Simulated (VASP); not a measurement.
SnO2:

```
Sn O
1.0
    -3.24890    3.41447    3.41402
     3.24890   -3.41447    3.41402
     3.24890    3.41447   -3.41402
Sn O
4 8
Direct
  0.50000 0.00000 0.00000
  0.50000 0.50000 0.50000
  0.00360 0.75360 0.25000
  0.99640 0.24640 0.75000
  0.80650 0.80377 0.49728
  0.80650 0.30922 0.00272
  0.30244 0.24594 0.05649
  0.68944 0.24594 0.44350
  0.31056 0.75406 0.55649
  0.19350 0.69078 0.99728
  0.69756 0.75406 0.94351
  0.19350 0.19623 0.50272
```

The cell is a database's computed one.

Base run:

| Item | Value |
| --- | --- |
| Program | VASP 6.6.1 |
| Functional | LDA |
| Potentials or basis | VASP PAW LDA potentials, release 64 (Sn_d, O) |
| Cutoff | 520 eV |
| k mesh | 5 × 5 × 5 |
| Occupations | fermi-dirac, width 0.05 eV |
| Spin | no spin polarisation |

Its results: band gap on the k mesh 0.51 eV; pressure -10.6 GPa; largest force 0.126 eV/Å.

The run is repeated on the same cell with these changes: functional from LDA to PBE; potentials or basis from VASP PAW LDA potentials, release 64 (Sn_d, O) to VASP PAW PBE potentials, release 64 (Sn_d, O). What comes out?

Band gap on the k mesh 0.61 eV; pressure -0.3 GPa; largest force 0.058 eV/Å.

Caveats: spin-orbit coupling is left out, which moves the levels of the heavy elements.

Not every run made on this cell is shown here.
